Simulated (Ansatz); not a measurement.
Se: pressure and energy above lowest point against volume per atom

Results calculated with Ansatz 0.2.0 development build, not measured. Equation of state of a cubic crystal from periodic Kohn-Sham density functional theory without spin; pressure corrected for the finite basis.

Cell of the first row (space group Fd-3m, No. 227):
```
CELL_PARAMETERS angstrom
0.00000 3.10180 3.10180
3.10180 0.00000 3.10180
3.10180 3.10180 0.00000
ATOMIC_POSITIONS crystal
Se 0.00000 0.00000 0.00000
Se 0.25000 0.25000 0.25000
```

Settings of every row: formula Se; structure type diamond; functional PBE; spin treatment none; k mesh 10x10x10; occupation method fermi-dirac; occupation width 0.061225619 eV; wave cutoff 700 eV; datasets hard PAW; density cutoff ratio 4.

Limits: a cubic model structure, not a phase known at ambient conditions; modest k-mesh, values are not fully converged in k; the SCF threshold is loose for a stress in some rows.

```csv
row,volume per atom (Å³),pressure (GPa),energy above lowest point (meV/atom)
1,29.844,2.683,14.94
2,30.479,1.683,6.32
3,31.114,?,?
4,31.748,-0.028,0
5,32.383,-0.759,1.58
6,33.019,-1.419,5.92
7,33.653,-2.015,12.75
```

Question: what pressure and energy above lowest point should row 3 give?

Worked fit of pressure. Take u = (V_r/V)^(2/3) − 1 with V_r = 32.066 Å³ an atom, which is twice the finite (Eulerian) strain; such expansions in the strain, on which the Birch-Murnaghan equation of state is built, carry the rest volume and the bulk modulus. The shown rows have u = 0.04904, 0.03442, 0.00667, -0.00654, -0.01934, -0.03169. Least squares give pressure = −0.4031 + 55.347 × u + 146.89 × u² + 160.1 × u³ GPa; a parabola predicts inner rows, each left out in turn, worse (root mean square 0.0033 against 0.0015 GPa). The rows lie off it by 0.000, 0.001, -0.001, 0.000, 0.001, 0.000. The pressure vanishes at u = 0.0071, or V = 31.73 Å³ an atom, and there the bulk modulus at fixed shape and fractions is B = −V dP/dV = (2/3)(1 + u) dP/du = 38.6 GPa. The withheld row has u = 0.0203, so the fit gives −0.4031 + 55.347 × (0.0203) + 146.89 × (0.0203)² + 160.1 × (0.0203)³ = 0.782 GPa.

The calculation gave 0.783 GPa. The fit lies 0.001 GPa (0.021 % of the column's range) below it, one unit of the last digit.

Worked fit of energy above lowest point. Take u = (V_r/V)^(2/3) − 1 with V_r = 32.066 Å³ an atom, which is twice the finite (Eulerian) strain; such expansions in the strain, on which the Birch-Murnaghan equation of state is built, carry the rest volume and the bulk modulus. The shown rows have u = 0.04904, 0.03442, 0.00667, -0.00654, -0.01934, -0.03169. Least squares give energy above lowest point = 0.422 − 120.24 × u + 8484.9 × u² meV/atom; a straight line predicts inner rows, each left out in turn, worse (root mean square 5.3 against 0.014 meV/atom). The rows lie off it by 0.01, -0.02, 0.00, 0.01, 0.00, 0.00. Its lowest point lies at u = 0.0071, or V = 31.73 Å³ an atom, and the curvature there gives the bulk modulus at fixed shape and fractions, B = (4/9)(1 + u)² E″(u)/V = 38.6 GPa. The withheld row has u = 0.0203, so the fit gives 0.422 − 120.24 × (0.0203) + 8484.9 × (0.0203)² = 1.48 meV/atom.

The calculation gave 1.47 meV/atom. The fit lies 0.01 meV/atom (0.067 % of the column's range) above it, one unit of the last digit.
